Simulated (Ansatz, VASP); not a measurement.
**One calculation of MgZn4O, two programs**

```
CELL_PARAMETERS angstrom
4.20815 -4.27970 0.00000
4.20815 4.27970 0.00000
0.00000 0.00000 3.20913
ATOMIC_POSITIONS crystal
Mg 0.50000 0.50000 0.50000
Zn 0.75580 0.75580 0.00000
Zn 0.81117 0.18883 0.50000
Zn 0.18883 0.81117 0.50000
Zn 0.24420 0.24420 0.00000
O 0.00000 0.00000 0.00000
```

Change from the starting cell: species swapped into the TaAlO4 type (Cmmm, No. 65).

Alike in both runs: functional PBE; k mesh 3 × 3 × 5; occupations gaussian, width 0.2 eV; no spin polarisation.

Ansatz relaxed the structure, and its values are those at the end. VASP's run is a single point on that final structure, the one shown.

```csv
,VASP,Ansatz
version,VASP 6.6.1,Ansatz 0.2.0
potentials or method,"VASP PAW PBE potentials, release 64 (Mg, Zn, O)","scalar-relativistic, plane waves, PAW"
plane-wave cutoff (eV),520,420
valence electrons in the cell,56,64
```

```tsv
	VASP	Ansatz	Ansatz less VASP
gap on the k mesh at the Fermi level (eV)	none	none	-
pressure (GPa)	0.0	-0.1	-0.12
rms of the force components (eV/Å)	0.028	0.015	-0.0130
```

A gap of «none» marks a metal or a gap that the smearing closes. The functional is the same, so the differences come from potentials, cutoffs and numerics. The two sets of potentials don't hold the same shells in valence.

Caveats: the k mesh is coarse (spacing up to 0.39 Å⁻¹), so the values aren't converged.
